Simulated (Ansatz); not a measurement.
**N-14 nuclear quadrupole resonance in Si3N4**

Cell: a structure deposited in the COD whose atoms were relaxed with PBE, the cell held.

Space group I-43d (No. 220); a = 6.4747 Å.

| site | Wyckoff | site symmetry | x | y | z |
| --- | --- | --- | --- | --- | --- |
| Si | 12b | -4.. | 0.3750 | 0.5000 | 0.7500 |
| N | 16c | .3. | 0.2814 | 0.2814 | 0.2814 |

One atom of each set is listed; the run and its k-mesh use a cell of 14 atoms with edges of 5.61, 5.61, 5.61 Å.

Level of theory: DFT, r2SCAN, plane waves and PAW, scalar-relativistic, 500 eV cutoff, Γ-centred 6×6×6 k-points, Fermi–Dirac smearing 0.02 eV (Ansatz 0.2.0).

N-14: I = 1, Q = 20.44 mb (year-2017 value). Static lattice, zero field.

Question: At which frequencies do the N-14 NQR lines lie?

Answer: For I = 1 the lines are ν± = (3/4)|C_Q|(1 ± η/3) and ν₀ = |C_Q|η/2.

```json
{"site": "N", "atoms": "8", "V_zz (10²¹ V/m²)": "-5.92", "C_Q (MHz)": "-2.93", "η": "0.00", "line frequencies (MHz)": "2.19"}
```

An axis of threefold or higher order runs through N, so V_zz lies along it and η is zero.
